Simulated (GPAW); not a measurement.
MnO in GPAW: convergence with density grid spacing (A)

Input of the first run (density grid spacing (A) 0.24); the others differ in this setting and in those tied to it:

Contents of run.py:

```python
from ase.dft.bandgap import bandgap
from ase.io import read, write
from ase.units import GPa
from gpaw import GPAW, PW

atoms = read('POSCAR')
atoms.set_initial_magnetic_moments([4.0, 0.0])

calc = GPAW(mode=PW(800),
            h=0.24,
            xc='LDA',
            kpts={'size': (8, 8, 8), 'gamma': True},
            occupations={'name': 'fermi-dirac', 'width': 0.05},
            nbands=21,
            convergence={'density': 1e-05, 'energy': 1e-05},
            maxiter=100,
            txt='gpaw.txt')
atoms.calc = calc
energy = atoms.get_potential_energy()
forces = atoms.get_forces()
stress = atoms.get_stress()
calc.write('gs.gpw')
write('result.traj', atoms)
print(f'Energy: {energy:.6f} eV')
print('Forces (eV/A):')
print(forces.round(4))
print('Stress (GPa):', (stress / GPa).round(3))
print('Moments:', calc.get_magnetic_moments().round(3))
print('Fermi level:', round(calc.get_fermi_level(), 4), 'eV')
print(f'Gap: {bandgap(calc)[0]:.4f} eV, direct: {bandgap(calc, direct=True)[0]:.4f} eV')
```

File POSCAR:

```
MnO
1.0
    0.0000000000      2.2239077028      2.2239077028
    2.2239077028      0.0000000000      2.2239077028
    2.2239077028      2.2239077028      0.0000000000
Mn O
1 1
Direct
    0.0000000000      0.0000000000      0.0000000000
    0.5000000000      0.5000000000      0.5000000000
```

Potentials or basis: the program's PAW data sets (release 1.2.1) made for this functional, pw.

Launch:

```bash
$ OMP_NUM_THREADS=1 python run.py
```

The cell is a database's computed one.

Hardware: 1 thread of Arm Neoverse V1, with other jobs on the host.

**Question.** The values tried are 0.24, 0.2, 0.17, 0.15, 0.13, 0.11, 0.09, loosest first. From which on does the pressure stay within 0.1 GPa of the tightest run that finished?

**Answer.** From 0.2 on.

```
density grid spacing (A)  energy less the tightest run, at zero smearing (meV/atom)  pressure (GPa)  SCF cycles  CPU time (s)  peak memory (GiB)
                    0.24                                                      21.04          -16.80          11            17               0.16
                     0.2                                                      -3.85          -14.57          11            19               0.16
                    0.17                                                      -0.09          -14.52          11            24               0.17
                    0.15                                                       0.00          -14.53          11            36               0.17
                    0.13                                                       0.00          -14.53          11            39               0.19
                    0.11                                                       0.00          -14.53          11            74               0.23
                    0.09                                                       0.00          -14.53          11           120               0.28
```

Against the tightest run, the energy stays within 1 meV/atom from 0.17 on. The tightest run that finished is the yardstick and may itself not be fully converged.

Caveat, for the tightest run too: a cell with one magnetic atom can't hold antiferromagnetic order, which such compounds often take; semilocal functionals often make such compounds metallic where correlation or magnetic order opens a gap, which also shifts bond lengths.
